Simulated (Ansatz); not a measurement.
# GaN (P6_3mc) in Ansatz: notebook

The runs below take GaN through band structure, with LDA, PBE.

Everything below comes from runs of Ansatz 0.2.0. Logs are shortened: lines on timing, memory, paths and dates and some standing lists are left out, and cuts for length are marked.

**The experiment to reproduce.**

From “Studying electronic properties in GaN without electrical contacts using γ-γ vs e−-γ Perturbed Angular Correlations”, 2019, pmc:6823545, for a bulk crystal of GaN: band gap 3.503 ± 0.005 eV (direct).

The runs below are set against these values where they give the same quantity.

## (1) Starting point

The structure is hexagonal, space group P6_3mc (No. 186). Conventional cell: a = 3.212 Å, b = 3.212 Å, c = 10.357 Å, α = 90.00°, β = 90.00°, γ = 120.00°. Ga (site symmetry 3m) is surrounded by 4 N at 1.95 to 2.00 Å. Ga (site symmetry 3m) is surrounded by 3 N at 1.94 Å. Around N (site symmetry 3m) lie 4 Ga at 1.94 to 2.00 Å. N (site symmetry 3m) is surrounded by 3 Ga at 1.95 Å.

The cell is a database's computed one.

## (2) Band structure, LDA

The input, input.yaml:

```yaml
crystal:
  lattice:
    - [3.2115377864, 0.0, 0.0]
    - [-1.6057688932, 2.7812733083, 0.0]
    - [0.0, 0.0, 10.35684]
  atoms:
    - { symbol: Ga, position: [0.0, 0.0, 0.785868] }
    - { symbol: Ga, position: [0.6666666667, 0.3333333333, 0.037349] }
    - { symbol: Ga, position: [0.3333333333, 0.6666666667, 0.537349] }
    - { symbol: Ga, position: [0.0, 0.0, 0.285868] }
    - { symbol: "N", position: [0.0, 0.0, 0.093038] }
    - { symbol: "N", position: [0.6666666667, 0.3333333333, 0.343745] }
    - { symbol: "N", position: [0.0, 0.0, 0.593038] }
    - { symbol: "N", position: [0.3333333333, 0.6666666667, 0.843745] }
kpoints:
  mp_grid: { grid: [10, 10, 3] }
  band_path:
    path:
      - [0.0, 0.0, 0.0]
      - [0.5, 0.0, 0.0]
      - [0.3333333333, 0.3333333333, 0.0]
      - [0.0, 0.0, 0.0]
      - [0.0, 0.0, 0.5]
      - [0.5, 0.0, 0.5]
      - [0.3333333333, 0.3333333333, 0.5]
      - [0.0, 0.0, 0.5]
    npoints: 12
scf:
  occupations: { method: fermi_dirac, width: 0.05 }
hamiltonian:
  xc: lda
  pseudopotentials: { kind: all_electron, lapw: { basis_error: 0.002 } }
output:
  forces: true
  stress: true
  eigenvalues: true
```

Potentials or basis: all-electron LAPW, scalar-relativistic.

The run is started by

```sh
> ansatz run input.yaml --threads 4 --pin off --max-ram 12288MiB --backend cpu --events-out ev --progress --plain --runs-dir out
```

The program printed:

```text
Warning: RAYON_NUM_THREADS=4 ignored (pool sized by the plan → 4); use --threads N
LAPW: plane waves up to 10.163 Å⁻¹, error target 2.0e-3 eV per atom; small_component_spin mean_spin; N in spheres of 0.850 Å, 7 of its electrons in bands, Dirac shells []; Ga in spheres of 1.092 Å, 21 of its electrons in bands, Dirac shells [] (how accurate: hamiltonian.pseudopotentials.lapw.basis_error, Limitations)
Engine: ansatz 0.2.0, x86_64-unknown-linux-gnu
Pseudopotentials: kind: all_electron
Pseudopotential: Ga, LAPW, valence charge 21, lapw/all_electron/scalar/gaussian/Ga, Koelling and Harmon's equation, gaussian nucleus
Pseudopotential: N, LAPW, valence charge 7, lapw/all_electron/scalar/gaussian/N, Koelling and Harmon's equation, gaussian nucleus
Functional definition: SPW92
  exchange = slater_x
  correlation = pw_c
Crystal: 8 atoms, lattice volume = 92.509 Å³
Basis set: ecut = 393.5492440748734 eV, 1653 PW (Γ), exchange–correlation at level 2
Bands: 68, of which v1, the nominal top of the filled ones, is band 56 counted from 1 (55 counted from 0)
Symmetry: 12 space group operations
Space group: P63mc (ITA 186), of the structure as read, at distance tolerance 4.5e-5 Å
k-points: 28 of 300 (time reversal used)
Non-local potential: Ga, projectors of the file, none
Non-local potential: N, projectors of the file, none
Initial density: superposition of atomic densities (chi_scale 0.1, normalization cell, long waves kept (reshape's long-wave potential 0.01 eV rms))
Initial wavefunctions: plane waves of lowest kinetic energy (no species holds an atomic orbital)
Functional: x = slater, c = lda
iter 1 solved again at ethr=1.91e-2 eV; its pass at ethr=1.00e-1 eV (dr2=2.14e1 eV) is discarded
SCF iter   1: F=—  HF=-217226.248008 eV  |F-HF|=—  |Δ(HF+E_count)|=         —  Δρ=1.33e-1  dr2=2.14e1  ethr=1.91e-2  ⟨swp⟩=2.0  Hψ=12412  notcnv=0
preconditioner: auto → Resta (q_TF=auto, 2.817 Å⁻¹)  ε∞=4.9  [insulator: Δε(μ)=2.513 eV  Ē_g=16.643 eV  σ=0.050 eV  W_gap=1.00  n_scr=38 (ndim 8)  ℏωp=32.8 eV  f_vac=0.000  D(μ)=0.00/eV (n_scr^D=0)  ε∞_Penn≈4.9]
iter 2 solved again at ethr=6.09e-4 eV; its pass at ethr=1.91e-2 eV (dr2=6.82e-1 eV) is discarded
SCF iter   2: F=—  HF=-217218.766276 eV  |F-HF|=—  |Δ(HF+E_count)|=    7.48e0  Δρ=3.07e-2  dr2=6.82e-1  ethr=6.09e-4  ⟨swp⟩=2.0  Hψ=9944  notcnv=0  defer=1
SCF iter   3: F=—  HF=-217218.432526 eV  |F-HF|=—  |Δ(HF+E_count)|=         —  Δρ=2.44e-2  dr2=7.11e-1  ethr=6.08e-4  ⟨swp⟩=2.4  Hψ=5760  notcnv=0
the basis was enlarged: its passes take 451.0 KiB over the memory plan, 4 of 4 planned eigensolver slots
SCF iter   4: F=—  HF=-217218.370799 eV  |F-HF|=—  |Δ(HF+E_count)|=   6.17e-2  Δρ=8.37e-3  dr2=7.53e-2  ethr=6.08e-4  ⟨swp⟩=2.7  Hψ=5755  notcnv=0
SCF iter   5: F=—  HF=-217218.218255 eV  |F-HF|=—  |Δ(HF+E_count)|=   1.53e-1  Δρ=2.37e-3  dr2=4.32e-3  ethr=6.72e-5  ⟨swp⟩=2.3  Hψ=5681  notcnv=0
SCF iter   6: F=—  HF=-217218.215867 eV  |F-HF|=—  |Δ(HF+E_count)|=   2.39e-3  Δρ=6.44e-4  dr2=5.60e-4  ethr=3.85e-6  ⟨swp⟩=2.6  Hψ=5412  notcnv=0
SCF iter   7: F=—  HF=-217218.215776 eV  |F-HF|=—  |Δ(HF+E_count)|=   9.11e-5  Δρ=3.31e-4  dr2=1.26e-4  ethr=5.00e-7  ⟨swp⟩=2.6  Hψ=5459  notcnv=0
SCF iter   8: F=—  HF=-217218.215743 eV  |F-HF|=—  |Δ(HF+E_count)|=   3.25e-5  Δρ=1.35e-4  dr2=2.31e-5  ethr=1.12e-7  ⟨swp⟩=2.1  Hψ=5356  notcnv=0
SCF iter   9: F=—  HF=-217218.215744 eV  |F-HF|=—  |Δ(HF+E_count)|=   6.00e-7  Δρ=4.40e-5  dr2=2.80e-6  ethr=2.06e-8  ⟨swp⟩=2.9  Hψ=5541  notcnv=0
SCF iter  10: F=—  HF=-217218.215742 eV  |F-HF|=—  |Δ(HF+E_count)|=   1.96e-6  Δρ=2.16e-5  dr2=3.59e-7  ethr=2.50e-9  ⟨swp⟩=2.9  Hψ=5526  notcnv=0
SCF iter  11: F=-217218.215742 eV  HF=-217218.215742 eV  |F-HF|=1.02e-8  |Δ(HF+E_count)|=   3.02e-8  Δρ=1.07e-5  dr2=7.83e-8  ethr=3.20e-10  ⟨swp⟩=2.6  Hψ=5385  notcnv=0
SCF 1 converged in 11 iterations: F = -217218.215742 eV  dr2 = 7.83e-8
NSCF: frozen V_eff on 85 k-points
SCF converged after 11 iterations
Free energy (F): -217218.215742 eV
Harris-Foulkes:  -217218.215742 eV  (|F-HF|=1.02e-8)
Internal energy: -217218.215739 eV  (E = F + TS)
E sigma→0 (E₀):  -217218.215740 eV
Entropy (-TS):   -0.000003 eV (-0.000 meV/atom)
Fermi energy:    11.824888 eV
--- Per-component energies (eV) ---
  E_band       = -5830.880509
  E_kinetic    = 221242.936738
  E_xc         = -8638.802778
  E_electrostatic = -429822.349699  (all electrons and nuclei)
  E_smearing   = -0.000003  (= −TS)
  E_closure    = 0.000000  (closes the sum)
  E_atoms      = -217164.889504  (free atoms, spherical and without spin; not in F)
  Σ components = -217218.215742   (vs F -217218.215742, Δ=0.00e0)
  Basis errors (estimates in eV, not in F): energy 9.3e-4 per atom: plane waves 8.5e-4 (5.1e-4 summed), levels above the bands 2.7e-84, relativity 6.4e-9, radial functions 8.0e-5, core shells 3.1e-9; eigenvalues (radial functions only) 6.0e-6; not estimated: angular momenta, meshes, grids; target (lapw.basis_error) 2.0e-3; muffin-tin radii N 0.850 Å, Ga 1.092 Å
--- Forces (eV/Å), atoms counted from 1 ---
  atom   1  Ga    -0.00000000     0.00000000     0.04534874
  atom   2  Ga     0.00000000     0.00000000     0.08676782
  atom   3  Ga     0.00000000    -0.00000000     0.08676782
  atom   4  Ga     0.00000000    -0.00000000     0.04534874
  atom   5  N      0.00000000    -0.00000000    -0.21809784
  atom   6  N     -0.00000000     0.00000000     0.08595871
  atom   7  N     -0.00000000     0.00000000    -0.21809784
  atom   8  N      0.00000000    -0.00000000     0.08595871
  max |Σ_I F_I| component: 4.51e-5 eV/Å
--- Stress (GPa, compression-positive) ---
      -14.340510       0.000000      -0.000000
        0.000000     -14.340510       0.000000
        0.000000       0.000000      -4.107837
  P = ⅓ Tr σ = -10.9296 GPa (-109.296 kbar)
--- Band table (eV; the first three rows and the last of 28) ---
  k-point 0: bands = ["-361.1327", "-361.1327", "-360.6427", "-360.6427", "-130.8745", "-130.8745", "-130.1477", "-130.1477", "-82.2260", "-82.2260", "-82.0439", "-82.0439", "-82.0439", "-82.0439", "-81.4017", "-81.4017", "-81.3719", "-81.3719", "-81.3719", "-81.3719", "-4.9017", "-4.6261", "-3.8157", "-3.7757", "-3.1296", "-3.1296", "-3.1277", "-3.1277", "-2.9477", "-2.9477", "-2.9443", "-2.9443", "-2.8958", "-2.8149", "-2.4795", "-2.4795", "-2.4788", "-2.4788", "-2.2399", "-2.2399", "-2.2369", "-2.2369", "-1.9715", "-1.1094", "4.4377", "6.8525", "7.9721", "9.9463", "9.9463", "9.9891", "9.9891", "10.7954", "10.7954", "10.8256", "10.8256", "11.3829", "12.2086", "14.6478", "14.7885", "14.8855", "18.2025", "18.9219", "19.7136", "19.8125", "19.8125", "20.5276", "20.5276", "21.4764"]
  k-point 1: bands = ["-361.1327", "-361.1327", "-360.6427", "-360.6427", "-130.8745", "-130.8745", "-130.1477", "-130.1477", "-82.2260", "-82.2260", "-82.0439", "-82.0439", "-82.0439", "-82.0439", "-81.4017", "-81.4017", "-81.3719", "-81.3719", "-81.3719", "-81.3719", "-4.8416", "-4.7054", "-3.8008", "-3.7819", "-3.1291", "-3.1291", "-3.1282", "-3.1282", "-2.9468", "-2.9468", "-2.9452", "-2.9452", "-2.8846", "-2.8479", "-2.4793", "-2.4793", "-2.4790", "-2.4790", "-2.2392", "-2.2392", "-2.2377", "-2.2377", "-1.7542", "-1.3299", "4.8659", "5.9096", "8.9973", "9.9568", "9.9568", "9.9782", "9.9782", "10.3769", "10.8032", "10.8032", "10.8183", "10.8183", "13.0951", "14.0939", "14.8497", "14.9481", "18.4273", "18.7774", "19.9467", "19.9467", "20.1524", "20.2823", "20.2823", "21.2513"]
  k-point 2: bands = ["-361.1327", "-361.1327", "-360.6427", "-360.6427", "-130.8745", "-130.8745", "-130.1477", "-130.1477", "-82.2260", "-82.2260", "-82.0440", "-82.0440", "-82.0439", "-82.0439", "-81.4017", "-81.4017", "-81.3720", "-81.3720", "-81.3719", "-81.3719", "-4.8154", "-4.5716", "-3.7624", "-3.7461", "-3.1341", "-3.1336", "-3.1153", "-3.1140", "-2.9614", "-2.9582", "-2.9442", "-2.9419", "-2.8509", "-2.7446", "-2.4627", "-2.4622", "-2.4612", "-2.4488", "-2.2588", "-2.2502", "-2.2406", "-2.2367", "-1.8912", "-1.0272", "4.5922", "6.8099", "7.9095", "9.1528", "9.6030", "9.6953", "9.8324", "9.8669", "10.2738", "10.5807", "10.7701", "11.3278", "13.0592", "14.9284", "15.3813", "15.4284", "17.9126", "18.4064", "19.1658", "19.8956", "20.1430", "20.2911", "20.6713", "20.8377"]
  k-point 27: bands = ["-361.1327", "-361.1327", "-360.6427", "-360.6427", "-130.8744", "-130.8744", "-130.1477", "-130.1477", "-82.2259", "-82.2259", "-82.0447", "-82.0447", "-82.0445", "-82.0445", "-81.4016", "-81.4016", "-81.3727", "-81.3727", "-81.3725", "-81.3725", "-4.2737", "-4.2569", "-3.4845", "-3.4819", "-3.0614", "-3.0610", "-3.0323", "-3.0268", "-3.0001", "-2.9955", "-2.8828", "-2.8828", "-2.4344", "-2.4251", "-2.3776", "-2.3775", "-2.3092", "-2.3087", "-2.2493", "-2.2484", "-0.8347", "-0.8177", "-0.1260", "-0.1021", "4.5888", "4.6722", "5.0380", "5.3620", "6.1889", "6.3455", "7.3390", "7.4717", "8.2999", "9.0902", "10.2467", "10.3650", "14.2607", "14.3643", "17.4499", "17.9890", "18.0106", "18.2257", "18.8975", "19.0543", "19.7389", "20.0598", "20.1997", "20.3714"]
```

Wall time 37 s (4 threads of Intel Xeon Platinum 8559C (Emerald Rapids), shared host); peak memory 0.86 GiB.

Results:

- Free energy: -217218.2157 eV
- Pressure: -10.9 GPa
- Largest force: 0.218 eV/Å
- Band gap on the k mesh: 0.83 eV, direct
- Band gap along the path: 0.83 eV, direct

Forces on the atoms (eV/Å):
```
Ga   0.000  0.000  0.045
Ga   0.000  0.000  0.087
Ga   0.000  0.000  0.087
Ga   0.000  0.000  0.045
N    0.000  0.000 -0.218
N    0.000  0.000  0.086
N    0.000  0.000 -0.218
N    0.000  0.000  0.086
```

Levels at the corners of the path, in eV from the valence-band top:
```
point  band 52  band 53  band 54  band 55  band 56  band 57  band 58  band 59  band 60  band 61
    Γ    -0.59    -0.59    -0.56    -0.56     0.00     0.83     3.26     3.41     3.50     6.82
    M    -2.36    -2.17    -1.95    -1.54    -0.75     1.81     2.32     4.59     4.62     5.70
    K    -4.00    -3.44    -1.87    -1.20    -1.20     3.01     3.01     5.79     6.57     6.57
    Γ    -0.59    -0.59    -0.56    -0.56     0.00     0.83     3.26     3.41     3.50     6.82
    A    -1.42    -0.57    -0.57    -0.57    -0.57     2.24     2.24     3.52     3.52     7.23
    L    -3.08    -1.80    -1.80    -1.41    -1.41     2.35     2.35     4.39     4.39     5.79
    H    -4.20    -2.61    -2.61    -1.05    -1.05     2.86     2.86     6.57     6.57     6.65
    A    -1.42    -0.57    -0.57    -0.57    -0.57     2.24     2.24     3.52     3.52     7.23
```

## (3) Band structure, PBE

input.yaml: that of step 2 with these lines changed.

```diff
@@ -30,3 +30,3 @@
 hamiltonian:
-  xc: lda
+  xc: pbe
   pseudopotentials: { kind: all_electron, lapw: { basis_error: 0.002 } }
```

Potentials or basis: all-electron LAPW, scalar-relativistic.

The run is started by

```sh
> ansatz run input.yaml --threads 4 --pin off --max-ram 12288MiB --backend cpu --events-out ev --progress --plain --runs-dir out
```

The program printed:

```text
[... 75 lines left out ...]
  k-point 2: bands = ["-364.1052", "-364.1052", "-363.6223", "-363.6223", "-131.4042", "-131.4042", "-130.6572", "-130.6572", "-82.2711", "-82.2711", "-82.0825", "-82.0825", "-82.0825", "-82.0825", "-81.4219", "-81.4219", "-81.3913", "-81.3913", "-81.3913", "-81.3913", "-4.5698", "-4.3180", "-3.5046", "-3.4488", "-2.7062", "-2.7058", "-2.6856", "-2.6844", "-2.5365", "-2.5333", "-2.5195", "-2.5176", "-2.4357", "-2.3543", "-2.0148", "-2.0135", "-2.0125", "-2.0052", "-1.8123", "-1.8030", "-1.7930", "-1.7893", "-1.4948", "-0.7273", "5.0236", "7.1791", "8.2665", "9.5321", "9.9839", "10.0704", "10.1971", "10.2392", "10.6462", "10.9523", "11.1383", "11.6800", "13.4317", "15.3400", "15.8146", "15.8898", "18.4660", "18.9197", "19.6789", "20.4131", "20.6814", "20.8086", "21.2109", "21.3758"]
  k-point 27: bands = ["-364.1052", "-364.1052", "-363.6223", "-363.6223", "-131.4041", "-131.4041", "-130.6572", "-130.6572", "-82.2710", "-82.2710", "-82.0832", "-82.0832", "-82.0830", "-82.0830", "-81.4218", "-81.4218", "-81.3920", "-81.3920", "-81.3918", "-81.3918", "-3.9773", "-3.9602", "-3.1573", "-3.1546", "-2.6412", "-2.6409", "-2.6144", "-2.6097", "-2.5757", "-2.5713", "-2.4512", "-2.4511", "-1.9952", "-1.9857", "-1.9295", "-1.9294", "-1.8612", "-1.8608", "-1.8005", "-1.7996", "-0.5551", "-0.5454", "0.1204", "0.1418", "5.0420", "5.1210", "5.4792", "5.8003", "6.6069", "6.7622", "7.7424", "7.8730", "8.6921", "9.4746", "10.6077", "10.7203", "14.7805", "14.8802", "17.9211", "18.4733", "18.4902", "18.7121", "19.3906", "19.5503", "20.2471", "20.5597", "20.6951", "20.8751"]
```

bands.tsv:

```text
[... 99 lines left out ...]
```

It took 42 s on 4 threads of Intel Xeon Platinum 8559C (Emerald Rapids), shared host; peak memory 0.89 GiB.

Results:

```yaml
Free_energy: -217561.2088 eV
Pressure: -0.2 GPa
Largest_force: 0.321 eV/Å
Band_gap_on_the_k_mesh: 0.83 eV, direct
Band_gap_along_the_path: 0.83 eV, direct
```

Forces in eV/Å, atoms in the order of the input:
```
Ga   0.000  0.000  0.026
Ga   0.000  0.000 -0.137
Ga   0.000  0.000 -0.137
Ga   0.000  0.000  0.026
N    0.000  0.000 -0.210
N    0.000  0.000  0.321
N    0.000  0.000 -0.210
N    0.000  0.000  0.321
```

Stress tensor (GPa, compression positive):
```
-2.79  0.00  0.00
 0.00 -2.79  0.00
 0.00  0.00  4.91
```

Levels at the corners of the path, in eV from the valence-band top:
```tsv
point	band 53	band 54	band 55	band 56	band 57	band 58	band 59	band 60
Γ	-0.57	-0.54	-0.54	0.00	0.83	3.32	3.52	3.58
M	-2.14	-1.93	-1.52	-0.75	1.96	2.46	4.70	4.75
K	-3.40	-1.84	-1.19	-1.19	3.17	3.17	5.91	6.71
Γ	-0.57	-0.54	-0.54	0.00	0.83	3.32	3.52	3.58
A	-0.56	-0.56	-0.56	-0.56	2.26	2.26	3.63	3.63
L	-1.77	-1.77	-1.40	-1.40	2.50	2.50	4.50	4.50
H	-2.57	-2.57	-1.05	-1.05	3.02	3.02	6.70	6.70
A	-0.56	-0.56	-0.56	-0.56	2.26	2.26	3.63	3.63
```

## (4) For comparison

An earlier run on the cell as given: functional PBEsol; potentials or basis all-electron LAPW, scalar-relativistic; cutoff 426 eV (chosen from the basis error); basis error allowed 0.001 eV/atom; k mesh 10 × 10 × 3; occupations fermi-dirac, width 0.05 eV; no spin polarisation.

- Pressure: -6.1 GPa
- Largest force: 0.242 eV/Å
- Band gap on the k mesh: 0.79 eV, direct
- Loewdin charges: Ga +0.73, +0.84; N -0.73, -0.77 e

## (5) Summary

```csv
task,level,cutoff (eV),basis error allowed,gap on the mesh (eV),pressure (GPa),largest force (eV/Å)
band structure,LDA,394,0.002 eV/atom,0.83,-10.9,0.22
band structure,PBE,393,0.002 eV/atom,0.83,-0.2,0.32
single point,PBEsol,426,0.001 eV/atom,0.79,-6.1,0.24
```

Alike in all rows: potentials or basis all-electron LAPW, scalar-relativistic; no spin polarisation; cell as given; k mesh 10 × 10 × 3; smearing fermi-dirac 0.05 eV.

On the cell as given the gap runs from 0.79 eV (PBEsol) to 0.83 eV (PBE). The pressure there spans -10.9 GPa (LDA) to -0.2 GPa (PBE); a positive pressure means that this level wants a larger cell, a negative one a smaller.

Compare energies only between runs with the same functional and basis.

## (6) How close it comes

Step 2. A measured gap of GaN is 3.503 eV (direct; quoted in “Studying electronic properties in GaN without electrical contacts using γ-γ vs e−-γ Perturbed Angular Correlations”, 2019, pmc:6823545); the calculated 0.83 eV misses it by -2.68 eV. So large a miss can be the level of theory's own, or it may mean another phase, state or a wrong row. Spin-orbit coupling on Ga is left out. The value is that of LDA, without temperature or zero-point motion. Semilocal functionals fall short of measured gaps as a rule. The cell is a database's relaxed one, not the measured one, which moves gaps too.

Step 3. Against the measured gap of GaN, 3.503 eV (direct; quoted in “Studying electronic properties in GaN without electrical contacts using γ-γ vs e−-γ Perturbed Angular Correlations”, 2019, pmc:6823545), the calculated 0.83 eV is off by -2.68 eV. So large a miss can be the level of theory's own, or it may mean another phase, state or a wrong row. Spin-orbit coupling on Ga is left out. The value is that of PBE, without temperature or zero-point motion. Semilocal functionals fall short of measured gaps as a rule. The cell is a database's relaxed one, not the measured one, which moves gaps too.
